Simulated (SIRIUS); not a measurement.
# Ge (Fd-3m) in SIRIUS: further runs, part 2 of 2

SIRIUS 7.12.0. Earlier steps stand in the parts before.

## (3) Single point, OLYP

sirius.json reads:

```json
{
  "control": {
    "processing_unit": "cpu",
    "verbosity": 2,
    "num_bands_to_print": 22,
    "print_forces": true,
    "print_stress": true
  },
  "parameters": {
    "electronic_structure_method": "pseudopotential",
    "xc_functionals": ["XC_GGA_X_OPTX", "XC_GGA_C_LYP"],
    "gk_cutoff": 8.9,
    "pw_cutoff": 17.8,
    "ngridk": [8, 8, 8],
    "shiftk": [0, 0, 0],
    "smearing": "fermi_dirac",
    "smearing_width": 0.0018374661,
    "num_bands": 22,
    "num_mag_dims": 0,
    "num_dft_iter": 100,
    "energy_tol": 1e-08,
    "density_tol": 1e-06
  },
  "iterative_solver": {
    "type": "davidson",
    "min_tolerance": 1e-10
  },
  "mixer": {
    "type": "anderson",
    "beta": 0.7,
    "max_history": 8
  },
  "settings": {
    "tol_ne": 1e-10,
    "pseudo_grid_cutoff": 6.5
  },
  "unit_cell": {
    "lattice_vectors": [
      [0.0, 5.345865131215, 5.345865131215],
      [5.345865131215, 0.0, 5.345865131215],
      [5.345865131215, 5.345865131215, 0.0]
    ],
    "atom_coordinate_units": "lattice",
    "atom_types": ["Ge"],
    "atom_files": {
      "Ge": "Ge.json"
    },
    "atoms": {
      "Ge": [
        [0.75, 0.75, 0.75],
        [0.5, 0.5, 0.5]
      ]
    }
  }
}
```

Potentials or basis: PseudoDojo 0.4.1 PBE standard (scalar relativistic).

Launch:

```sh
> upf_to_json Ge.upf
> OMP_NUM_THREADS=1 sirius.scf --input=sirius.json --output=out.json --task=0
```

Output:

```text
[info] SIRIUS version : 7.12.0
[info] number of MPI ranks           : 1
[info] MPI grid                      : 1 1
[info] maximum number of OMP threads : 1
[fft] FFT context for density and potential
[fft] =====================================
[fft]   comm size                             : 1
[fft]   plane wave cutoff                     : 17.8
[fft]   grid size                             : 45 45 45   total : 91125
[fft]   grid limits                           : -22 22   -22 22   -22 22
[fft]   number of G-vectors within the cutoff : 14562
[fft]   local number of G-vectors             : 14562
[fft]   number of G-shells                    : 795
[fft] FFT context for coarse grid
[fft] =====================================
[fft]   comm size                             : 1
[fft]   plane wave cutoff                     : 17.8
[fft]   grid size                             : 45 45 45   total : 91125
[fft]   grid limits                           : -22 22   -22 22   -22 22
[fft]   number of G-vectors within the cutoff : 14562
[fft]   local number of G-vectors             : 14562
[fft]   number of G-shells                    : 795
[unit cell] lattice vectors
[unit cell]   a1 :       0.0000000000      5.3458651312      5.3458651312
[unit cell]   a2 :       5.3458651312      0.0000000000      5.3458651312
[unit cell]   a3 :       5.3458651312      5.3458651312      0.0000000000
[unit cell] reciprocal lattice vectors
[unit cell]   b1 :      -0.5876677725      0.5876677725      0.5876677725
[unit cell]   b2 :       0.5876677725     -0.5876677725      0.5876677725
[unit cell]   b3 :       0.5876677725      0.5876677725     -0.5876677725
[unit cell] unit cell volume :       305.55119699 [a.u.^3]
[unit cell] 1/sqrt(omega)    :         0.05720816
[unit cell] MT volume        :         0.00000000 ( 0.00%)
[unit cell] IT volume        :       305.55119699 (100.00%)
[unit cell] number of atom types : 1
[... 349 lines left out ...]
[ground_state]     0.000000-4843.414967    0.000000
[ground_state]     0.000000    0.000000-4843.414967
[ground_state] === stress_xc ===
[ground_state] -13701.428975    0.000000    0.000000
[ground_state]     0.000000-13701.428975    0.000000
[ground_state]     0.000000    0.000000-13701.428975
[ground_state] === stress_core ===
[ground_state] 23983.279632    0.000000   -0.000000
[ground_state]     0.00000023983.279632   -0.000000
[ground_state]    -0.000000   -0.00000023983.279632
[ground_state] === stress_nonloc ===
[ground_state] 67376.786348    0.000000    0.000000
[ground_state]     0.00000067376.786348    0.000000
[ground_state]     0.000000    0.00000067376.786348
[ground_state] === stress_us_nl ===
[ground_state] 67376.786348    0.000000    0.000000
[ground_state]     0.00000067376.786348    0.000000
[ground_state]     0.000000    0.00000067376.786348
[ground_state] === stress_total ===
[ground_state]   -55.041709    0.000000   -0.000000
[ground_state]     0.000000  -55.041709   -0.000000
[ground_state]    -0.000000   -0.000000  -55.041709
[ground_state] ==== total Forces in Ha/bohr =====
[ground_state] atom:    0, force:      -0.0000000      0.0000000     -0.0000000
[ground_state] atom:    1, force:       0.0000000      0.0000000      0.0000000
[ground_state] ==== ultrasoft contribution from Qij =====
[ground_state] atom:    0, force:       0.0000000      0.0000000      0.0000000
[ground_state] atom:    1, force:       0.0000000      0.0000000      0.0000000
[ground_state] ==== non-local contribution from Beta-projector =====
[ground_state] atom:    0, force:       0.0000000      0.0000000      0.0000000
[ground_state] atom:    1, force:       0.0000000      0.0000000      0.0000000
[ground_state] ==== contribution from local potential =====
[ground_state] atom:    0, force:      -0.0000000      0.0000000     -0.0000000
[ground_state] atom:    1, force:       0.0000000      0.0000000      0.0000000
[ground_state] ==== contribution from core density =====
[ground_state] atom:    0, force:       0.0000000      0.0000000      0.0000000
[ground_state] atom:    1, force:       0.0000000      0.0000000      0.0000000
[ground_state] ==== Ewald forces from ions =====
[ground_state] atom:    0, force:       0.0000000      0.0000000      0.0000000
[ground_state] atom:    1, force:       0.0000000      0.0000000      0.0000000
[~DFT_ground_state] local op. applied: 16460
[~DFT_ground_state] evp. work count: 2974.19
[~DFT_ground_state] number of iterative solver steps: 886
```

Run time: 33 s. Hardware: 1 thread of Intel Xeon Platinum 8375C at 2.90GHz (Ice Lake), shared host; peak memory 0.28 GiB.

Results:

```
Free energy            : -4881.7636 eV
Pressure               : 5.5 GPa
Band gap on the k mesh : 0.31 eV
```

Caveat: the potentials were made for another functional, which shifts forces and pressure.

## (4) Single point, N12

sirius.json: that of step 3 with these lines changed.

```diff
@@ -10,3 +10,3 @@
     "electronic_structure_method": "pseudopotential",
-    "xc_functionals": ["XC_GGA_X_OPTX", "XC_GGA_C_LYP"],
+    "xc_functionals": ["XC_GGA_X_N12", "XC_GGA_C_N12"],
     "gk_cutoff": 8.9,
```

Launch:

```sh
> upf_to_json Ge.upf
> OMP_NUM_THREADS=1 sirius.scf --input=sirius.json --output=out.json --task=0
```

Run time: 34 s. Hardware: 1 thread of Intel Xeon Platinum 8375C at 2.90GHz (Ice Lake), shared host; peak memory 0.28 GiB.

Results (log left out):

```
Free energy            : -4897.8224 eV
Pressure               : 0.6 GPa
Band gap on the k mesh : 0.00 eV
```

Caveat: the potentials were made for another functional, which shifts forces and pressure.

## (5) The runs side by side

| level | libxc names | gap on the mesh (eV) | pressure (GPa) |
| --- | --- | --- | --- |
| KT2 | ["XC_GGA_XC_KT2"] | 0.20 | 1.2 |
| OLYP | ["XC_GGA_X_OPTX", "XC_GGA_C_LYP"] | 0.31 | 5.5 |
| N12 | ["XC_GGA_X_N12", "XC_GGA_C_N12"] | 0.00 | 0.6 |

Alike in all rows: task single point; potentials or basis PseudoDojo 0.4.1 PBE standard (scalar relativistic); no spin polarisation; cell as given; k mesh 8 × 8 × 8; cutoff (eV) 1078; smearing fermi-dirac 0.05 eV.

On the cell as given the gap runs from 0.00 eV (N12) to 0.31 eV (OLYP). The pressure there spans 0.6 GPa (N12) to 5.5 GPa (OLYP); a positive pressure means that this level wants a larger cell, a negative one a smaller.

Caveats: the potentials were made for another functional, which shifts forces and pressure.

Total energies depend on the potentials used, so only differences within one code and one set of settings carry meaning.

## (6) Comparison with measurements

Step 2. Measured gap of Ge: 0.744 eV (indirect; 0 K; “Temperature-dependent photoluminescence in Ge: experiment and theory”, 2020, arxiv:2003.00143). This calculation gives 0.20 eV (-0.54 eV). 3 values of this kind are on record (0.666 to 0.807 eV); this one was drawn at random among those near their median. Spin-orbit coupling on Ge is left out. The value is that of KT2 on a finite k mesh, which can miss the band edges, without temperature or zero-point motion.

Step 3. Measured gap of Ge: 0.744 eV (indirect; 0 K; “Temperature-dependent photoluminescence in Ge: experiment and theory”, 2020, arxiv:2003.00143). This calculation gives 0.31 eV (-0.43 eV). 3 values of this kind are on record (0.666 to 0.807 eV); this one was drawn at random among those near their median. Spin-orbit coupling on Ge is left out. The value is that of OLYP on a finite k mesh, which can miss the band edges, without temperature or zero-point motion.

Step 4. Against the measured gap of Ge, 0.666 eV (indirect; 293 K; “Electronic and optical properties of SixGe1-x-ySny alloys lattice-matched to Ge”, 2021, arxiv:2109.02782), the calculated 0.00 eV is off by -0.67 eV. 3 values of this kind are on record (0.666 to 0.807 eV); this one was drawn at random among those near their median. Spin-orbit coupling on Ge is left out. The value is that of N12 on a finite k mesh, which can miss the band edges, without temperature or zero-point motion.
